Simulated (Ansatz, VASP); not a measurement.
**SiHC in VASP and in Ansatz**

```
Si H C
1.0
     3.02970    0.00000    0.00000
    -1.51485    2.62379    0.00000
     0.00000    0.00000    2.63711
Si H C
1 1 1
Direct
  0.33333 0.66667 0.50000
  0.66667 0.33333 0.50000
  0.00000 0.00000 0.00000
```

Change from the starting cell: species swapped into the SrAlGe type (P-6m2, No. 187).

Alike in both runs: functional PBE; k mesh 18 × 18 × 18; occupations gaussian, width 0.1 eV; no spin polarisation.

Ansatz relaxed the structure, and its values are those at the end. VASP's run is a single point on that final structure, the one shown.

|  | VASP | Ansatz |
| --- | --- | --- |
| version | VASP 6.6.1 | Ansatz 0.2.0 |
| potentials or method | VASP PAW PBE potentials, release 64 (Si, H, C) | scalar-relativistic, plane waves, PAW |
| plane-wave cutoff (eV) | 520 | 420 |
| valence electrons in the cell | 9 | 9 |

|  | VASP | Ansatz | Ansatz less VASP |
| --- | --- | --- | --- |
| gap on the k mesh at the Fermi level (eV) | none | none | - |
| pressure (GPa) | 0.1 | 0.0 | -0.04 |

A gap of «none» marks a metal or a gap that the smearing closes.
